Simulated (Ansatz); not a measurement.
## WSe2: pressure against volume scale

Results calculated with Ansatz 0.2.0, not measured. Periodic Kohn-Sham DFT of a crystal at fixed atoms, scaled to volume_scale times the given cell; pressure positive in compression, energy less spherical unpolarised free atoms, largest_vzz the field gradient of largest size among the nuclei.

The cell before it is scaled or strained (space group P6_3/mmc, No. 194):
```
CELL_PARAMETERS angstrom
3.29000 0.00000 0.00000
-1.64500 2.84920 0.00000
0.00000 0.00000 12.97000
ATOMIC_POSITIONS crystal
W 0.33333 0.66667 0.25000
W 0.66667 0.33333 0.75000
Se 0.33333 0.66667 0.62100
Se 0.66667 0.33333 0.12100
Se 0.33333 0.66667 0.87900
Se 0.66667 0.33333 0.37900
```

Settings of every row: method frozen-core PAW; functional PBEsol; relativity scalar; k mesh 11x11x3; filling fermi-dirac; smearing width 0.08 eV; wave cutoff 420 eV; paw set soft_2.

Atom start moment: 0 on all atoms.

Limits: PAW files made with PBE; a layered crystal: even scaling strains the bonds within the layers, so this curve is stiffer than the crystal under pressure; field gradient without spin-orbit coupling on heavy atoms; no spin-orbit coupling on heavy atoms.

```
row  volume scale  V (Å³/atom)  pressure (GPa)  largest V_zz (1e21 V/m^2)
  1          0.94       19.047           8.587                    -18.065
  2          0.96       19.453           4.943                    -17.673
  3          0.98       19.858           1.678                    -17.288
  4          0.99       20.061           0.176                      -17.1
  5             1       20.263          -1.247                    -16.909
  6          1.01       20.466          -2.593                    -16.709
  7          1.02       20.668          -3.867                    -16.536
  8          1.04       21.074          -6.214                    -16.208
  9          1.06       21.479               ?                          ?
```

Question: what pressure should row 9 give?

Worked fit of pressure. Take u = (V_r/V)^(2/3) − 1 with V_r = 20.162 Å³ an atom, which is twice the finite (Eulerian) strain; such expansions in the strain, on which the Birch-Murnaghan equation of state is built, carry the rest volume and the bulk modulus. The shown rows have u = 0.03866, 0.02415, 0.01018, 0.00335, -0.00333, -0.00993, -0.01639, -0.02906. Least squares give pressure = −0.5454 + 212.662 × u + 608.15 × u² GPa; a straight line predicts inner rows, each left out in turn, worse (root mean square 0.21 against 0.0037 GPa). The rows lie off it by 0.002, -0.002, -0.005, 0.002, 0.000, 0.004, 0.001, -0.002 (root mean square 0.0027 GPa). The pressure vanishes at u = 0.0025, or V = 20.09 Å³ an atom, and there the bulk modulus at fixed shape and fractions is B = −V dP/dV = (2/3)(1 + u) dP/du = 144 GPa. Letting shape and atoms relax would as a rule lower it, by much in layered, chain or molecular crystals. The withheld row has u = -0.04131, so the fit gives −0.5454 + 212.662 × (-0.04131) + 608.15 × (-0.04131)² = -8.293 GPa.

The calculation gave -8.315 GPa. The fit lies 0.022 GPa (0.13 % of the column's range) above it; its largest miss of a shown row is 0.005 GPa. This row lies beyond the range of the fit.

The other values of row 9: largest V_zz -15.867 1e21 V/m^2.
